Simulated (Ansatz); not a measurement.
This is a relaxation of cell and atoms with the PAW code Ansatz on BaZrO3 on the sites of tetragonal BaTiO3; the level of theory is PBEsol. The starting cell comes from a relaxation with PBE.

```yaml
crystal:
  lattice:
    - [4.2271113581, 0.0, 0.0]
    - [0.0, 4.2271113581, 0.0]
    - [0.0, 0.0, 4.2272836404]
  atoms:
    - { symbol: Ba, position: [0.5, 0.5, 0.5720206902] }
    - { symbol: Zr, position: [0.0, 0.0, 0.0720022261] }
    - { symbol: O, position: [0.0, 0.5, 0.0719871508] }
    - { symbol: O, position: [0.5, 0.0, 0.0719871508] }
    - { symbol: O, position: [0.0, 0.0, 0.5719997722] }
kpoints:
  mp_grid: { grid: [6, 6, 6] }
hamiltonian:
  xc: pbesol
scf:
  occupations: { method: fermi_dirac, width: 0.02 }
relax:
  f_tol: 0.005
  cell: {}
```

The output follows, shortened, with numbered blanks.
```
Warning: at least one further symmetry operation maps every atom of the structure, as the run holds it, onto an atom to within 4.26e-5 (fractional), and is not used […]
Pseudopotential: Ba, paw, valence charge 10, recommended cutoff 420 eV (normal)
Pseudopotential: Zr, paw, valence charge 12, recommended cutoff 420 eV (normal)
Pseudopotential: O, paw, valence charge 6, recommended cutoff 420 eV (normal)
Functional definition: PBEsol
Crystal: 5 atoms, lattice volume = 75.535 Å³
Basis set: ecut = 420 eV, 1419 PW (Γ)
Bands: 25, of which v1, the nominal top of the filled ones, is band 20 counted from 1 (19 counted from 0)
[1]
preconditioner: auto → Resta (q_TF=auto, 2.454 Å⁻¹)  ε∞=3.8  [insulator: Δε(μ)=2.863 eV  σ=0.020 eV  ℏωp=26.3 eV]
relax step 1: F+E_penalty+E_count = -11682.95325978 eV  max|allowed force component| = 2.148e-4 eV/Å  Δτ_max = 0.0000 Å  P = -5.032 GPa  Ω = 75.535 Å³
--- Relaxed structure (5 steps of the walk, 5 accepted, 2 SCFs on fresh bases) ---
[2]
```

Task: Fill in the blanks. They hold the relaxed structure, the symmetry found.

Result:
```
[1]
Symmetry: 8 space group operations
Space group: P4mm (ITA 99)
[2]
  F+E_penalty+E_count = -11682.99310521 eV   max|allowed force component| = 8.803e-5 eV/Å
  cell:  # Å, volume = 73.0706 Å³
    - [4.180685, 0.000000, 0.000000]
    - [0.000000, 4.180685, 0.000000]
    - [0.000000, 0.000000, 4.180686]
  atoms:
    - { symbol: Ba, position: [0.500000, 0.500000, 0.572001] }
    - { symbol: Zr, position: [0.000000, 0.000000, 0.072002] }
    - { symbol: O, position: [0.000000, 0.500000, 0.071998] }
    - { symbol: O, position: [0.500000, 0.000000, 0.071998] }
    - { symbol: O, position: [0.000000, 0.000000, 0.571998] }
```
The trailing digits, and the zero of the energies, depend on the potentials and thresholds.

In 5 steps the volume changed by -3.3 %; between the first SCF and the last, each on a basis chosen for its cell, the energy fell by 8.0 meV an atom. At the end: it is cubic, Pm-3m (No. 221); a = 4.181 Å in the conventional setting, 14.61 Å³ an atom. Ba is surrounded by 12 O at 2.96 Å; Zr is surrounded by 6 O at 2.09 Å; O is surrounded by 2 Zr at 2.09 Å and 4 Ba at 2.96 Å.

Command: `ansatz run input.yaml --threads 2 --pin off --max-ram 29491MiB --backend cpu --events-out ev --progress --plain --runs-dir out`.

Task: It took 16 s on 2 threads of AMD EPYC 7R13 Processor (Zen 3) (shared host). What peak of host memory did it reach?

Result: About 0.52 GiB.

The values are computed, spin-unpolarised, and not measurements.
